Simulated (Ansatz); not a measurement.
All numbers below come from DFT PBE, scalar-relativistic, plane waves, PAW (Ansatz 0.2.0). Settings: cutoff 420 eV, Γ-centred meshes spaced at most about 0.3 Å⁻¹, and about 0.25 Å⁻¹ or finer for metals (2π included), Gaussian smearing. No spin polarisation.

These are static total energies at zero pressure.

Question: Order these relaxed structures of Ti5Si by energy, lowest first, with the energy over the lowest of them.
A.

Space group I4/mmm (No. 139). a = 4.867 Å, b = 4.867 Å, c = 9.873 Å, α = 90.00°, β = 90.00°, γ = 90.00°
```csv
atom,site,symmetry,x,y,z
Ti,2a,4/mmm,0.0000,0.0000,0.0000
Ti,4c,mmm.,0.0000,0.5000,0.0000
Ti,4e,4mm,0.5000,0.5000,0.2427
Si,2b,4/mmm,0.5000,0.5000,0.0000
```

B.

Space group R32:H (No. 155). a = 5.048 Å, b = 5.048 Å, c = 13.315 Å, α = 90.00°, β = 90.00°, γ = 120.00°
| atom | site | symmetry | x | y | z |
| --- | --- | --- | --- | --- | --- |
| Ti | 6c | 3. | 0.3333 | 0.6667 | 0.8180 |
| Ti | 9d | .2 | 0.6046 | 0.0000 | 0.0000 |
| Si | 3b | 32 | 0.6667 | 0.3333 | 0.8333 |

Answer: B (0 meV/atom), A (829 meV/atom). Counting Ti atoms around Si (those within 1.25 times the shortest such distance or 1.15 times the sum of covalent radii): B has Si 12; A has Si 6. Origin: A, invented; B, reached from a Materials Project cell. Shaken at random and relaxed again, B came back.

Cells without such a test can be saddle points. Some candidate types were left out of the draw beforehand, so a known form may be missing.
